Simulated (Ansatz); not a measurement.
RuS2, DFT, LDA, all-electron LAPW, scalar-relativistic (Ansatz 0.2.0), run on 1 thread of Intel(R) Xeon(R) Platinum 8488C (Sapphire Rapids) on a shared host.

The cell was built from the CdI2 type and relaxed in the same program; it needn't be a known or the stable phase. The listed cell was then made from it by scaling, straining or moving an atom.

Command: `ansatz run input.yaml --threads 1 --pin off --max-ram 4096MiB --backend cpu --events-out ev --progress --plain --runs-dir out`

```yaml
crystal:
  lattice:
    - [3.4880934764, 0.0, 0.0]
    - [-1.7440467382, 3.0207775614, 0.0]
    - [0.0, 0.0, 5.180687606]
  atoms:
    - { symbol: Ru, position: [0.0, 0.0, 0.0] }
    - { symbol: S, position: [0.3333333333, 0.6666666667, 0.2536057355] }
    - { symbol: S, position: [0.6666666667, 0.3333333333, 0.7463942645] }
kpoints:
  mp_grid: { grid: [12, 12, 7] }
scf:
  occupations: { method: fermi_dirac, width: 0.05 }
hamiltonian:
  xc: lda
  pseudopotentials: { kind: all_electron, lapw: { basis_error: 0.001 } }
output:
  forces: true
  stress: true
  eigenvalues: true
```

Question: How large is the problem that the program sets up?

Answer: 112 irreducible k-points, 577 plane waves at Γ, 33 bands.

Question: About how long does it take, and how much memory does it use?

Answer: 30 s of wall time for 8 SCF iterations, with a peak of 0.64 GiB. Times on shared machines scatter by tens of per cent.

Question: And the same cell and mesh by frozen-core PAW, asked for forces, stress, eigenvalues, efg, on the same hardware?

Answer: 4.8 s, peak memory 0.47 GiB.
